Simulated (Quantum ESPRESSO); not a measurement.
A run of Quantum ESPRESSO 7.5:

File pw.in:

```
&CONTROL
  calculation = 'scf'
  prefix = 'pwscf'
  outdir = './tmp'
  pseudo_dir = './pseudo'
  tprnfor = .true.
  tstress = .true.
  disk_io = 'low'
/
&SYSTEM
  ibrav = 0
  celldm(1) = 8
  nat = 2
  ntyp = 2
  ecutwfc = 56
  ecutrho = 448
  nbnd = 21
  occupations = 'smearing'
  smearing = 'fd'
  degauss = 0.00367493
  nspin = 2
  starting_magnetization(1) = 0.1176
  starting_magnetization(2) = 0
/
&ELECTRONS
  conv_thr = 4d-10
  electron_maxstep = 120
  mixing_beta = 0.3
/
ATOMIC_SPECIES
Co    58.9332 co_pbesol_v1.2.uspp.F.UPF
O     15.9990 o_pbesol_v1.2.uspp.F.UPF
CELL_PARAMETERS alat
  0.3784695865318   0.2185095176627   0.6062408861864
 -0.3784695865318   0.2185095176627   0.6062408861864
  0.0000000000000  -0.4370190353254   0.6062408861864
ATOMIC_POSITIONS crystal
Co     0.9989783200    0.9989783200    0.9989783200
O      0.7510210300    0.7510210300    0.7510210300
K_POINTS automatic
4 4 4 0 0 0
HUBBARD {ortho-atomic}
U Co-3d 5.3
```

nscf.in

```
&CONTROL
  calculation = 'nscf'
  prefix = 'pwscf'
  outdir = './tmp'
  pseudo_dir = './pseudo'
  disk_io = 'low'
/
&SYSTEM
  ibrav = 0
  celldm(1) = 8
  nat = 2
  ntyp = 2
  ecutwfc = 56
  ecutrho = 448
  nbnd = 21
  occupations = 'tetrahedra_opt'
  nspin = 2
  starting_magnetization(1) = 0.1176
  starting_magnetization(2) = 0
/
&ELECTRONS
  conv_thr = 1d-08
  electron_maxstep = 120
  mixing_beta = 0.3
  startingwfc = 'random'
/
ATOMIC_SPECIES
Co    58.9332 co_pbesol_v1.2.uspp.F.UPF
O     15.9990 o_pbesol_v1.2.uspp.F.UPF
CELL_PARAMETERS alat
  0.3784695865318   0.2185095176627   0.6062408861864
 -0.3784695865318   0.2185095176627   0.6062408861864
  0.0000000000000  -0.4370190353254   0.6062408861864
ATOMIC_POSITIONS crystal
Co     0.9989783200    0.9989783200    0.9989783200
O      0.7510210300    0.7510210300    0.7510210300
K_POINTS automatic
6 6 6 0 0 0
HUBBARD {ortho-atomic}
U Co-3d 5.3
```

Contents of projwfc.in:

```
&PROJWFC
  prefix = 'pwscf'
  outdir = './tmp'
  filpdos = 'p'
  Emin = -4
  Emax = 21
  DeltaE = 0.05
/
```

Potentials or basis: GBRV 1.5 PBEsol.

Command:

```bash
$ OMP_NUM_THREADS=1 mpirun -n 2 pw.x -nk 2 -in pw.in > pw.out
$ OMP_NUM_THREADS=1 mpirun -n 2 pw.x -nk 2 -in nscf.in > nscf.out
$ OMP_NUM_THREADS=1 mpirun -n 1 projwfc.x -in projwfc.in > projwfc.out
```

Hardware: 2 MPI ranks on AMD EPYC 9R45 96-Core Processor (Zen 5), with other jobs on the host.

Task: Estimate the wall time of this run.

Result: Wall time 12 s on 2 MPI ranks on AMD EPYC 9R45 96-Core Processor (Zen 5), on a shared host, peak memory 0.26 GiB a rank. Counts: scf iterations 19, k pools 2, bands 21, k points 13, g dense 24669.
